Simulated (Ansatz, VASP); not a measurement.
## One calculation of TaN, two programs

Contents of INCAR:

```
SYSTEM = TaN
ALGO     = Normal         ! electronic algorithm
EDIFF    = 1E-6           ! SCF threshold, eV
ENCUT    = 520            ! plane-wave cutoff, eV
GGA      = PE             ! functional
ISIF     = 2              ! what is computed and relaxed
ISMEAR   = -1             ! smearing method
LASPH    = .TRUE.         ! aspherical terms in the spheres
LCHARG   = .FALSE.        ! write CHGCAR
LREAL    = .FALSE.        ! projectors in reciprocal space
LWAVE    = .FALSE.        ! write WAVECAR
NBANDS   = 15             ! bands
NELM     = 60             ! most SCF steps
PREC     = Accurate       ! precision mode
SIGMA    = 0.05           ! smearing width, eV
```

Contents of KPOINTS:

```
k-points
0
G
  10 10 9
  0 0 0
```

The input POSCAR:

```
TaN
1.0
    2.9380011100      0.0000000000      0.0000000000
   -1.4690005500      2.5443836000      0.0000000000
    0.0000000000      0.0000000000      2.8830022100
Ta N
1 1
Direct
    0.3333333333      0.6666666667      0.5000000000
    0.0000000000      0.0000000000      0.0000000000
```

input.yaml

```yaml
crystal:
  lattice:
    - [2.93800111, 0.0, 0.0]
    - [-1.46900055, 2.5443836, 0.0]
    - [0.0, 0.0, 2.88300221]
  atoms:
    - { symbol: Ta, position: [0.3333333333, 0.6666666667, 0.5] }
    - { symbol: "N", position: [0.0, 0.0, 0.0] }
hamiltonian:
  xc: pbe
  pseudopotentials: { kind: paw }
kpoints:
  mp_grid: { grid: [10, 10, 9] }
scf:
  occupations: { method: fermi_dirac, width: 0.05 }
output:
  forces: true
  stress: true
  eigenvalues: true
```

Alike in both runs: task single point; functional PBE; k mesh 10 × 10 × 9; occupations fermi-dirac, width 0.05 eV; no spin polarisation.

```csv
,VASP,Ansatz
version,VASP 6.6.1,Ansatz 0.2.0
potentials or method,"VASP PAW PBE potentials, release 64 (Ta_pv, N)",Ansatz PAW
plane-wave cutoff (eV),520,420
valence electrons in the cell,16,18
```

```csv
,VASP,Ansatz,Ansatz less VASP
gap on the k mesh at the Fermi level (eV),none,none,-
pressure (GPa),5.4,4.7,-0.71
largest component of the traceless stress (GPa),0.82,0.70,-0.118
```

A gap of «none» marks a metal or a gap that the smearing closes. The two sets of potentials don't hold the same shells in valence.

Caveats: the pressure holds a Pulay correction of +0.5 GPa for the finite cutoff (Ansatz). The runs have no spin-orbit coupling, so splittings on Ta are missing.
